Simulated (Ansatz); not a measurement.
A trial cell of BP, before relaxation:

```cif
data_structure
_symmetry_space_group_name_H-M 'I4cm'
_symmetry_Int_Tables_number 108
_cell_length_a 6.1128
_cell_length_b 6.1128
_cell_length_c 5.0438
_cell_angle_alpha 90.000
_cell_angle_beta 90.000
_cell_angle_gamma 90.000
_cell_volume 188.47
loop_
_atom_site_label
_atom_site_type_symbol
_atom_site_symmetry_multiplicity
_atom_site_Wyckoff_symbol
_atom_site_fract_x
_atom_site_fract_y
_atom_site_fract_z
_atom_site_occupancy
B1 B 8 c 0.85178 0.35178 0.18681 1
P1 P 8 c 0.14822 0.35178 0.31319 1
```

Theory: Ansatz 0.2.0, DFT PBE, scalar-relativistic, plane waves, PAW. Cutoff 420 eV, Gaussian smearing, Γ-centred meshes. Cell and atoms relax first on a coarse mesh and then on a converged one. In between, the cell is made exact in the group found at 0.06 Å. The steps can't lower the symmetry of their start. No spin polarisation.

A guess keeps its type if space group and coordination stay and the shape of the cell changes little (axis ratios within about 15 %, angles within 6°); the volume may change.

**Question.** Will the relaxed cell still be of the starting type?

**Answer.** It keeps its type. The symmetry stays I4cm (No. 108). The volume per atom grows by 12.4 %, from 11.8 to 13.2 Å³. The shortest distance goes from 1.87 Å (B–P) to 1.94 Å (B–P). The ratio c/a of the conventional cell changes by a factor of 1.02. Counting neighbours within 15 % of an atom's shortest distance, the start has B 4, P 4 and the end B 4, P 4.

Formation energies are uncorrected and refer to the elements' standard structures at the same level. The references include black phosphorus.

**Question.** At what energy does it end?

**Answer.** −0.238 eV/atom. A negative formation energy is needed for stability but isn't enough: competing phases decide.

The last run used an 8×8×8 mesh for its 8-atom cell and Gaussian smearing of 0.02 eV. The reference form of P is held partly by dispersion forces, which this level lacks. Symmetry constrained the relaxation, so the result can be a saddle point.
